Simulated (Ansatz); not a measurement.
## Phase order of In along its cold isotherm

All-electron LAPW in Ansatz 0.2.0 under PBE, scalar-relativistic, energies extrapolated to zero smearing. Each structure type was compressed from its own relaxed volume, symmetry kept and shape relaxed on PAW files, and E(V) was fitted to energies and pressures; H = E + pV has no temperature or zero-point term. Only these types were tried: beta tin (I4_1/amd, 13×13×13 mesh, 28.77 Å³/atom at rest); sc (Pm-3m, 12×12×12 mesh, 29.46 Å³/atom at rest); simple hexagonal (P6/mmm, 15×15×14 mesh, 28.53 Å³/atom at rest); bcc (Im-3m, 16×16×16 mesh, 27.84 Å³/atom at rest); hcp (P6_3/mmc, 13×13×7 mesh, 27.78 Å³/atom at rest); diamond (Fd-3m, 11×11×11 mesh, 38.30 Å³/atom at rest); omega (P6/mmm, 8×8×10 mesh, 27.94 Å³/atom at rest). Spin polarisation is left out. Spin–orbit coupling is left out; Fermi–Dirac smearing is 0.05 to 0.1 eV. The element's standard state (bct) isn't among the types. Enthalpies carry a few meV/atom of noise from meshes and fits.

Enthalpies against hcp:

```
p (GPa)  beta tin (meV/atom)  sc (meV/atom)  simple hexagonal (meV/atom)  bcc (meV/atom)  hcp (meV/atom)  diamond (meV/atom)  omega (meV/atom)
      0                   58             89                           43               6               0                 332                17
    5.9                   90            145                           64               9               0                 653                23
     16                  135            226                           93              16               0                1078                35
     30                  190            320                          131              25               0                1563                50
     59                  293            478                          205              41               0                2382                76
     99                  418            662                          297              60               0                3307               107
    150                  558            870                          400              79               0                4302               139
    190                  655           1021                          473              92               0                4993               161
```

Task: What sequence of phases does this give?

Result: Among the types tried, hcp is lowest at zero pressure and stays so up to 200 GPa.
